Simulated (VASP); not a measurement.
# MeOH on the (1 1 1) face of TaN, part 2 of 9

Does MeOH stick to the (1 1 1) face of TaN, and does it stay whole? The molecule starts over a bridge site, inverted. The start is a cell from a database of measured crystal structures.

VASP 6.6.1, plane waves and PAW; the level of theory is named at each step.

So far: Starting point; Surface relaxation.

## (2) Surface relaxation (continued)

Level of this step: PBE; plane waves and PAW (Ta_pv, N) (VASP).

The steps of the relaxation:

| step | energy less that of the first step (eV) | largest force (eV/Å) |
| --- | --- | --- |
| 1 | 0.0000 | 5.7435 |
| 2 | -3.2419 | 1.3683 |
| 3 | -3.4097 | 0.8984 |
| 4 | -3.4097 | 0.8742 |
| 5 | -3.4972 | 0.3605 |
| 6 | -3.5135 | 0.0765 |
| 7 | -3.5135 | 0.0843 |
| 8 | -3.5148 | 0.0557 |
| 9 | -3.5168 | 0.1124 |
| 10 | -3.5177 | 0.0691 |
| 11 | -3.5184 | 0.0229 |

The atoms that moved most (Å):

| atom | dx | dy | dz | length |
| --- | --- | --- | --- | --- |
| Ta12 | 0.000 | 0.000 | 0.194 | 0.194 |
| Ta11 | 0.000 | 0.000 | 0.194 | 0.194 |
| Ta10 | 0.000 | 0.000 | 0.194 | 0.194 |
| Ta9 | 0.000 | 0.000 | 0.194 | 0.194 |
| N21 | 0.000 | 0.000 | -0.136 | 0.136 |
| N22 | 0.000 | 0.000 | -0.136 | 0.136 |
| N23 | 0.000 | 0.000 | -0.136 | 0.136 |
| N24 | 0.000 | 0.000 | -0.136 | 0.136 |

Final coordinates:

```xyz
24
Lattice="6.1631 0.0000 0.0000 -3.0816 5.3374 0.0000 0.0000 0.0000 26.9804" Properties=species:S:1:pos:R:3
Ta    0.0000    1.7791    8.4500
Ta   -1.5408    4.4479    8.4500
Ta    3.0816    1.7791    8.4500
Ta    1.5408    4.4479    8.4500
Ta    1.5408    2.6687   10.9661
Ta    3.0816    0.0000   10.9661
Ta   -1.5408    2.6687   10.9661
Ta    0.0000    0.0000   10.9661
Ta    3.0816    3.5583   13.6757
Ta    4.6224    0.8896   13.6757
Ta    0.0000    3.5583   13.6757
Ta    1.5408    0.8896   13.6757
N     1.5408    0.8896    9.7080
N     0.0000    3.5583    9.7080
N     4.6224    0.8896    9.7080
N     3.0816    3.5583    9.7080
N     3.0816    1.7791   12.2732
N     1.5408    4.4479   12.2732
N     0.0000    1.7791   12.2732
N    -1.5408    4.4479   12.2732
N    -1.5408    2.6687   14.6043
N     0.0000    0.0000   14.6043
N     1.5408    2.6687   14.6043
N     3.0816    0.0000   14.6043
```

Numbers from this step:

```yaml
electronic_cycles: 131
electrons: 192
free_energy_toten: -254.3062 eV
energy_at_zero_smearing: -254.2915 eV
fermi_energy: -1.150 eV
metallic: yes
dipole_moment: 0, 0, 0.04577 e·Å
```

The run ended after 11 ionic steps, 3.518 eV below its first step, once the forces on the free atoms met EDIFFG = -0.03.

VASP counts the dipole in electrons times Å, so a positive number points the physical dipole along −c.

## (3) Potential and states of the slab

A static run writes the electrostatic potential without exchange and correlation (LVHAR), which is flat in the vacuum and gives the level to count from. The dipole correction cancels the field that unlike faces would set up across the vacuum.

INCAR

```
SYSTEM = TaN
PREC = Normal
ENCUT = 400
EDIFF = 1E-06
NELM = 120
ISMEAR = 0
SIGMA = 0.05
LREAL = Auto
ALGO = Fast
GGA = PE
NBANDS = 148
LORBIT = 11
LWAVE = .FALSE.
LCHARG = .TRUE.
IDIPOL = 3
LDIPOL = .TRUE.
DIPOL = 0.5 0.5 0.43
LVHAR = .TRUE.
LVACPOTAV = .TRUE.
LELF = .TRUE.
NEDOS = 1500
```

POSCAR

```
TaN
1.0
    6.1631427048      0.0000000000      0.0000000000
   -3.0815713524      5.3374381495      0.0000000000
    0.0000000000      0.0000000000     26.9804311828
Ta N
12 12
Direct
    0.1666666700      0.3333333300      0.3131899500
    0.1666666700      0.8333333300      0.3131899500
    0.6666666700      0.3333333300      0.3131899500
    0.6666666700      0.8333333300      0.3131899500
    0.5000000000      0.5000000000      0.4064461500
    0.5000000000      0.0000000000      0.4064461500
    0.0000000000      0.5000000000      0.4064461500
    0.0000000000      0.0000000000      0.4064461500
    0.8333333300      0.6666666700      0.5068754822
    0.8333333300      0.1666666700      0.5068754822
    0.3333333300      0.6666666700      0.5068754822
    0.3333333300      0.1666666700      0.5068754822
    0.3333333300      0.1666666700      0.3598180500
    0.3333333300      0.6666666700      0.3598180500
    0.8333333300      0.1666666700      0.3598180500
    0.8333333300      0.6666666700      0.3598180500
    0.6666666700      0.3333333300      0.4548916724
    0.6666666700      0.8333333300      0.4548916724
    0.1666666700      0.3333333300      0.4548916724
    0.1666666700      0.8333333300      0.4548916724
    0.0000000000      0.5000000000      0.5412925702
    0.0000000000      0.0000000000      0.5412925702
    0.5000000000      0.5000000000      0.5412925702
    0.5000000000      0.0000000000      0.5412925702
```

KPOINTS

```
Automatic mesh
0
Gamma
3 3 1
0 0 0
```

PAW data sets: Ta_pv and N (PBE family, release 64).

Command:

```bash
$ export OMP_NUM_THREADS=5
$ mpirun -np 1 vasp_std
```

Output:

```text
[... set-up lines as in an earlier step ...]
 entering main loop
       N       E                     dE             d eps       ncg     rms          rms(c)
DAV:   1     0.150802893444E+04    0.15080E+04   -0.89745E+04  1040   0.927E+02
DAV:   2    -0.163406563758E+03   -0.16714E+04   -0.16180E+04  1112   0.299E+02
DAV:   3    -0.290659826667E+03   -0.12725E+03   -0.12333E+03  1072   0.773E+01
DAV:   4    -0.295198835337E+03   -0.45390E+01   -0.44837E+01  1136   0.147E+01
DAV:   5    -0.295322001450E+03   -0.12317E+00   -0.12284E+00  1144   0.230E+00    0.827E+01
RMM:   6    -0.264973493266E+03    0.30349E+02   -0.12709E+02  1167   0.213E+01    0.376E+01
RMM:   7    -0.421222008966E+03   -0.15625E+03   -0.62948E+01  1232   0.139E+01    0.428E+01
RMM:   8    -0.265322602029E+03    0.15590E+03   -0.37801E+01  1193   0.100E+01    0.199E+01
RMM:   9    -0.260356367877E+03    0.49662E+01   -0.11223E+01  1152   0.638E+00    0.103E+01
RMM:  10    -0.255937255641E+03    0.44191E+01   -0.28750E+00  1187   0.324E+00    0.575E+00
RMM:  11    -0.254662345898E+03    0.12749E+01   -0.56762E-01  1251   0.141E+00    0.338E+00
RMM:  12    -0.254609162567E+03    0.53183E-01   -0.11932E-01  1311   0.582E-01    0.318E+00
RMM:  13    -0.254694985282E+03   -0.85823E-01   -0.33300E-02  1212   0.375E-01    0.313E+00
RMM:  14    -0.254364208023E+03    0.33078E+00   -0.30234E-01  1475   0.114E+00    0.186E+00
RMM:  15    -0.254331617386E+03    0.32591E-01   -0.32041E-02  1209   0.378E-01    0.114E+00
RMM:  16    -0.254316712114E+03    0.14905E-01   -0.15051E-02  1244   0.230E-01    0.808E-01
RMM:  17    -0.254307683429E+03    0.90287E-02   -0.22025E-02  1342   0.263E-01    0.362E-01
RMM:  18    -0.254305240700E+03    0.24427E-02   -0.60487E-03  1249   0.150E-01    0.222E-01
RMM:  19    -0.254305236669E+03    0.40315E-05   -0.21184E-03  1364   0.859E-02    0.118E-01
RMM:  20    -0.254305282797E+03   -0.46129E-04   -0.88420E-04  1210   0.603E-02    0.806E-02
RMM:  21    -0.254305441233E+03   -0.15844E-03   -0.16598E-04  1267   0.260E-02    0.744E-02
RMM:  22    -0.254305734726E+03   -0.29349E-03   -0.25713E-04  1226   0.314E-02    0.216E-02
RMM:  23    -0.254305964254E+03   -0.22953E-03   -0.51406E-05  1176   0.148E-02    0.156E-02
RMM:  24    -0.254306068873E+03   -0.10462E-03   -0.15361E-05  1081   0.682E-03    0.625E-03
RMM:  25    -0.254306186024E+03   -0.11715E-03   -0.81365E-06  1011   0.392E-03    0.647E-03
RMM:  26    -0.254306223117E+03   -0.37093E-04   -0.21870E-06   898   0.242E-03    0.208E-03
RMM:  27    -0.254306249687E+03   -0.26570E-04   -0.15313E-06   816   0.208E-03    0.239E-03
RMM:  28    -0.254306255557E+03   -0.58704E-05   -0.32799E-07   597   0.107E-03    0.103E-03
RMM:  29    -0.254306259874E+03   -0.43165E-05   -0.22739E-07   541   0.702E-04    0.853E-04
RMM:  30    -0.254306260339E+03   -0.46480E-06   -0.50917E-08   431   0.505E-04
 -----------------------------------------------------------------------------
|                                                                             |
|           W    W    AA    RRRRR   N    N  II  N    N   GGGG   !!!           |
|           W    W   A  A   R    R  NN   N  II  NN   N  G    G  !!!           |
|           W    W  A    A  R    R  N N  N  II  N N  N  G       !!!           |
|           W WW W  AAAAAA  RRRRR   N  N N  II  N  N N  G  GGG   !            |
|           WW  WW  A    A  R   R   N   NN  II  N   NN  G    G                |
|           W    W  A    A  R    R  N    N  II  N    N   GGGG   !!!           |
|                                                                             |
|     Did not find any points to average over, which means that no vacuum     |
|     field-free region was found. Please increase the size of  your cell     |
|     in the dimension of the dipole correction to obtain accurate            |
|     workfunction values.                                                    |
|                                                                             |
 -----------------------------------------------------------------------------

   1 F= -.25430626E+03 E0= -.25429153E+03  d E =-.294576E-01
```

Run time: 2.4 min. Hardware: 1 × NVIDIA H100 80GB HBM3, 81559 MiB with 1 MPI rank of AMD EPYC 7R13 (Zen 3), card shared with another run, shared host; peak memory 1.9 GiB.

From OUTCAR (step 3):

```text
The static configuration has the point symmetry C_3v.

 Found      3 irreducible k-points:

   k-points           NKPTS =      3   k-points in BZ     NKDIM =      3   number of bands    NBANDS=    148

   NELECT =     192.0000    total number of electrons

 dipolmoment           0.000000      0.000000      0.048170 electrons x Angstroem

 E-fermi :  -1.1515

 k-point     1 :       0.0000    0.0000    0.0000
  band No.  band energies     occupation
    ...
     93      -1.4013      2.00000
     94      -1.4013      2.00000
     95      -1.1668      1.33547
     96      -1.1668      1.33535
     97      -1.1668      1.33535
     98      -0.8148      0.00000
     99      -0.6629      0.00000
    100      -0.6629      0.00000
    101       0.1410      0.00000
    102       0.1410      0.00000
    ...

 k-point     2 :       0.3333    0.0000    0.0000
  band No.  band energies     occupation
    ...
     91      -1.7779      2.00000
     92      -1.7779      2.00000
     93      -1.4323      2.00000
     94      -1.4105      2.00000
     95      -1.3785      2.00000
     96      -1.0977      0.12856
     97      -1.0977      0.12847
     98      -0.8842      0.00000
     99      -0.4403      0.00000
    100      -0.4403      0.00000
    ...

  Total        5.1618256      5.1618256     -9.1500997     -0.0000000     -0.0000000      0.0000000
  in kB        9.3181554      9.3181554    -16.5178092     -0.0000000     -0.0000000      0.0000000
  external PRESSURE =       0.7061672 kB  Pullay stress =       0.0000000 kB

 POSITION                                       TOTAL-FORCE (eV/Angst)
 -----------------------------------------------------------------------------------
      0.00000      1.77915      8.45000         0.000000     -0.000000      0.923342
     -1.54079      4.44787      8.45000         0.000000     -0.000000      0.923342
      3.08157      1.77915      8.45000         0.000000     -0.000000      0.923342
      1.54079      4.44787      8.45000         0.000000     -0.000000      0.923342
      1.54079      2.66872     10.96609         0.000000     -0.000000      0.165073
      3.08157      0.00000     10.96609         0.000000     -0.000000      0.165073
     -1.54079      2.66872     10.96609         0.000000     -0.000000      0.165073
      0.00000      0.00000     10.96609         0.000000     -0.000000      0.165073
      3.08157      3.55829     13.67572        -0.000000     -0.000000     -0.007647
      4.62236      0.88957     13.67572        -0.000000     -0.000000     -0.007647
     -0.00000      3.55829     13.67572        -0.000000     -0.000000     -0.007647
      1.54079      0.88957     13.67572        -0.000000     -0.000000     -0.007647
      1.54079      0.88957      9.70805        -0.000000     -0.000000     -1.114878
     -0.00000      3.55829      9.70805        -0.000000     -0.000000     -1.114878
      4.62236      0.88957      9.70805        -0.000000      0.000000     -1.114878
      3.08157      3.55829      9.70805        -0.000000     -0.000000     -1.114878
      3.08157      1.77915     12.27317        -0.000000      0.000000      0.013972
      1.54079      4.44787     12.27317         0.000000      0.000000      0.013972
      0.00000      1.77915     12.27317         0.000000      0.000000      0.013972
     -1.54079      4.44787     12.27317        -0.000000      0.000000      0.013972
     -1.54079      2.66872     14.60431         0.000000      0.000000      0.020138
      0.00000      0.00000     14.60431         0.000000      0.000000      0.020138
      1.54079      2.66872     14.60431         0.000000      0.000000      0.020138
      3.08157      0.00000     14.60431         0.000000      0.000000      0.020138
 -----------------------------------------------------------------------------------
    total drift:                               -0.000055      0.000038      0.016559

  FREE ENERGIE OF THE ION-ELECTRON SYSTEM (eV)
  ---------------------------------------------------
  free  energy   TOTEN  =      -254.3062603387 eV

  energy  without entropy=     -254.2768027505  energy(sigma->0) =     -254.29153154

 vacuum level on the upper side and lower side of the slab         4.301         4.033

 total charge
# of ion       s       p       d       tot
------------------------------------------
    1        0.308   6.180   2.272   8.760
    2        0.308   6.180   2.272   8.760
    3        0.308   6.180   2.272   8.760
    4        0.308   6.180   2.272   8.760
    5        0.275   6.230   2.466   8.972
    6        0.275   6.230   2.466   8.972
    7        0.275   6.230   2.466   8.972
    8        0.275   6.230   2.466   8.972
    9        0.340   6.287   2.342   8.969
   10        0.340   6.287   2.342   8.969
   11        0.340   6.287   2.342   8.969
   12        0.340   6.287   2.342   8.969
   13        1.253   2.467   0.000   3.721
   14        1.253   2.467   0.000   3.721
   15        1.253   2.467   0.000   3.721
   16        1.253   2.467   0.000   3.721
   17        1.251   2.466   0.000   3.718
   18        1.251   2.466   0.000   3.718
   19        1.251   2.466   0.000   3.718
   20        1.251   2.466   0.000   3.718
   21        1.291   2.441   0.000   3.732
   22        1.291   2.441   0.000   3.732
   23        1.291   2.441   0.000   3.732
   24        1.291   2.441   0.000   3.732
--------------------------------------------------
tot         18.871 104.289  28.323 151.483

[... 6 parts as in an earlier step ...]

[... 3 further parts left out ...]
```

This step gave:

- electronic cycles: 30
- free energy (TOTEN): -254.3063 eV
- Fermi energy: -1.151 eV
- DOS at the Fermi level: 23.23 states/eV/cell
- dipole moment: 0, 0, 0.04817 e·Å
- vacuum levels: 4.301, 4.033 eV
- work functions of the upper and lower face: 5.453, 5.184 eV

The density of states has structure finer than the step of the table below, so its rows give means over 1 eV, whole bins alone (the curve runs from -12.0 to 8.00 eV). Peaks (eV: height): total -7.6: 55.7, -6.4: 68.1, -5.5: 53.3, 2.4: 51.7; Ta s -8.8: 3.29, -8.6: 2.77, -7.6: 3.98, 6.0: 2.49; Ta p -7.6: 3.04, -6.4: 3.88, -5.5: 1.95, -3.8: 2.11; Ta d 1.9: 24.0, 2.4: 34.6, 2.6: 31.8, 3.0: 27.6; N p -7.6: 18.4, -6.4: 24.2, -5.5: 20.4, -3.8: 19.0.

Density of states against energy, zero at the Fermi level; means over each step; values in states/eV/cell:

| energy (eV) | total | Ta s | Ta p | Ta d | N p |
| --- | --- | --- | --- | --- | --- |
| -10 | 0.00189 | 2.6e-4 | 3.0e-5 | 2.8e-4 | 5.0e-4 |
| -9 | 5.71 | 0.698 | 0.120 | 0.908 | 1.64 |
| -8 | 8.60 | 0.648 | 0.384 | 1.48 | 2.84 |
| -7 | 15.0 | 0.348 | 0.553 | 3.58 | 5.67 |
| -6 | 18.6 | 0.168 | 0.878 | 4.44 | 6.93 |
| -5 | 6.14 | 0.0519 | 0.206 | 1.67 | 2.13 |
| -4 | 12.2 | 0.334 | 0.441 | 2.37 | 5.14 |
| -3 | 5.61 | 0.0329 | 0.164 | 1.41 | 2.06 |
| -2 | 8.10 | 0.232 | 0.173 | 3.66 | 0.948 |
| -1 | 6.18 | 0.173 | 0.352 | 2.79 | 0.145 |
| 0 | 12.5 | 0.173 | 0.211 | 6.42 | 1.52 |
| 1 | 15.4 | 0.214 | 0.0889 | 9.54 | 1.62 |
| 2 | 20.1 | 0.284 | 0.144 | 13.6 | 1.79 |
| 3 | 20.6 | 0.334 | 0.112 | 15.0 | 1.74 |
| 4 | 10.1 | 0.321 | 0.246 | 5.94 | 0.797 |
| 5 | 16.4 | 0.380 | 0.613 | 8.15 | 1.86 |
| 6 | 13.2 | 0.464 | 0.379 | 3.93 | 1.02 |
| 7 | 3.25 | 0.0878 | 0.117 | 0.394 | 0.252 |

The planar average of the electrostatic potential oscillates, so the rows of the table below give means over windows of 1.25 Å about each position, cut where the curve ends. Its maxima inside the range that stand out by 2 % of the span (Å: eV): 9.1: -7.79, 10.3: -8.49, 11.7: -7.85, 12.9: -7.07. Its minima: 8.5: -9.50, 9.9: -10.2, 11.0: -11.0, 12.0: -9.39, 14.3: -12.1.

Zero at the Fermi level. The planar average of the electrostatic potential by height; means over each step:

height (Å), planar average of the electrostatic potential (eV) and a bar from the least value:
```
     0.62        5.2 #############################
     1.88        5.2 #############################
     3.12        5.2 #############################
     4.38        5.2 #############################
     5.62        5.1 #############################
     6.88        2.8 #########################
     8.12       -7.1 #####
     9.38       -9.2 #
    10.62       -9.9 
    11.88       -8.9 ##
    13.12       -8.9 ##
    14.38       -9.8 
    15.62        3.6 ##########################
    16.88        5.4 ##############################
    18.12        5.5 ##############################
    19.38        5.5 ##############################
    20.62        5.5 ##############################
    21.88        5.5 ##############################
    23.12        5.5 ##############################
    24.38        5.4 ##############################
    25.62        5.2 ##############################
    26.88        5.2 #############################
```

Density of states in the PAW spheres, an atom over height of the layer and energy from the Fermi level.

Values in states/eV, 22 rows by 6 columns, each cell a mean:
```
0.26 0.05 0.09 0.04 0.45 0.03
0.72 0.19 0.54 0.12 0.68 0.19
1.21 0.21 0.71 0.12 0.34 0.16
0.95 0.02 0.23 0.03 0.02 0.01
0.29 0.01 0.07 0.00 0.00 0.00
0.46 0.06 0.35 0.07 0.02 0.04
0.44 0.04 0.29 0.06 0.03 0.05
0.69 0.09 0.41 0.13 0.05 0.13
0.14 0.01 0.16 0.08 0.03 0.09
0.10 0.01 0.10 0.12 0.18 0.41
0.11 0.08 0.21 0.42 0.79 1.61
0.09 0.06 0.26 0.41 0.92 1.63
0.01 0.01 0.01 0.02 0.02 0.03
0.00 0.00 0.01 0.01 0.03 0.03
0.10 0.08 0.15 0.19 0.31 0.30
0.20 0.43 0.18 0.46 1.09 0.91
0.08 0.20 0.12 0.27 0.27 0.13
0.49 1.10 0.59 1.00 0.78 0.33
0.48 1.44 0.97 1.05 0.61 0.16
0.24 0.68 0.51 0.43 0.20 0.05
0.18 0.49 0.42 0.38 0.17 0.08
0.19 0.50 0.47 0.50 0.30 0.11
```
Columns: height of the layer (Å) from 8.4 to 14.6 (not evenly spaced); rows upwards: energy from the Fermi level (eV) from -7.9 to 0.5.

Force by atom:

| atom | x (eV/Å) | y (eV/Å) | z (eV/Å) | size |
| --- | --- | --- | --- | --- |
| Ta1 | 0.00 | 0.00 | 0.92 | 0.92 |
| Ta2 | 0.00 | 0.00 | 0.92 | 0.92 |
| Ta3 | 0.00 | 0.00 | 0.92 | 0.92 |
| Ta4 | 0.00 | 0.00 | 0.92 | 0.92 |
| Ta5 | 0.00 | 0.00 | 0.17 | 0.17 |
| Ta6 | 0.00 | 0.00 | 0.17 | 0.17 |
| Ta7 | 0.00 | 0.00 | 0.17 | 0.17 |
| Ta8 | 0.00 | 0.00 | 0.17 | 0.17 |
| Ta9 | 0.00 | 0.00 | -0.01 | 0.01 |
| Ta10 | 0.00 | 0.00 | -0.01 | 0.01 |
| Ta11 | 0.00 | 0.00 | -0.01 | 0.01 |
| Ta12 | 0.00 | 0.00 | -0.01 | 0.01 |
| N13 | 0.00 | 0.00 | -1.11 | 1.11 |
| N14 | 0.00 | 0.00 | -1.11 | 1.11 |
| N15 | 0.00 | 0.00 | -1.11 | 1.11 |
| N16 | 0.00 | 0.00 | -1.11 | 1.11 |
| N17 | 0.00 | 0.00 | 0.01 | 0.01 |
| N18 | 0.00 | 0.00 | 0.01 | 0.01 |
| N19 | 0.00 | 0.00 | 0.01 | 0.01 |
| N20 | 0.00 | 0.00 | 0.01 | 0.01 |
| N21 | 0.00 | 0.00 | 0.02 | 0.02 |
| N22 | 0.00 | 0.00 | 0.02 | 0.02 |
| N23 | 0.00 | 0.00 | 0.02 | 0.02 |
| N24 | 0.00 | 0.00 | 0.02 | 0.02 |

Electrostatic potential energy in the ca plane at fractional y = 0.000, with atoms of Ta and N within 0.2 Å of it. With pseudopotentials it is smooth inside the atoms' cores, unlike the true potential.

Ten even steps from '0' (-26 eV) to '9' (4 eV), each cell a mean:
```
99999999999988887520002477775000699999999999
99999999999876677642123677665536899999999999
99999999998654466765446776544578999999999999
99999999998643356777677766433468999999999999
99999999998643456766567776433468999999999999
99999999998765567653234677655568999999999999
99999999999887777531013577776212799999999999
99999999999988887420002478875000599999999999
99999999999988887520002477775000699999999999
99999999999876677642123677665446899999999999
99999999998654466765446776544578999999999999
99999999998643356777677766433468999999999999
99999999998643456776567776433468999999999999
99999999998765567653335677655568999999999999
99999999999887777531012577776202799999999999
99999999999988887420002478875000599999999999
```
Columns run along c (16.0 Å, from fractional 0.13 to 0.73 of the cell; values clipped at the 3rd and 97th percentile), rows up along a (6.2 Å). Atoms in or near the plane, at fractional coordinates: Ta at (0.41, 0.50), Ta at (0.41, 0.00), N at (0.54, 0.00), N at (0.54, 0.50).

Valence density in the ca plane at fractional y = 0.000, with atoms of Ta and N within 0.2 Å of it. It is the smooth field of the valence electrons, not physical close to the nuclei.

Ten steps, logarithmic in the rise over the least value, from '0' (0.0 e/Å³) to '9' (4.2 e/Å³), each cell a mean:
```
00000000000000011233443347999853334689964100
00000000000000001234444445787644334567652100
00000000000000001234555555555455445555431000
00000000000000001245665555444455556654321000
00000000000000001235655555444455555654321000
00000000000000001234544445676544444566542000
00000000000000001234443446898754334678863100
00000000000000011233433347999853334689974100
00000000000000011233443347999853334689963100
00000000000000001234444445787644334567752100
00000000000000001234555555555555445555431000
00000000000000001245665555444455556654321000
00000000000000001245665555444455555654321000
00000000000000001234444445676544444566542000
00000000000000001234443446898753334678863100
00000000000000011233433347999853334689974100
```
Columns run along c (16.0 Å, from fractional 0.04 to 0.63 of the cell), rows up along a (6.2 Å). Atoms in or near the plane, at fractional coordinates: Ta at (0.41, 0.50), Ta at (0.41, 0.00), N at (0.54, 0.00), N at (0.54, 0.50).

(Part 2 of 9 ends here.)

[Lines on the potential files, build, host, timing and source positions are cut from VASP's logs without a mark.]

[Logs are printed without paths, hosts, clocks, repeated set-up lines and the standing remarks that a program may print on its own settings, such as how far it seeks lower states.]

[Hosts, paths, dates, database ids (printed as entryN), source tags and the programs' standing remarks are cut or masked in the printed files.]

[Runs that stopped without an error message from VASP are left out.]
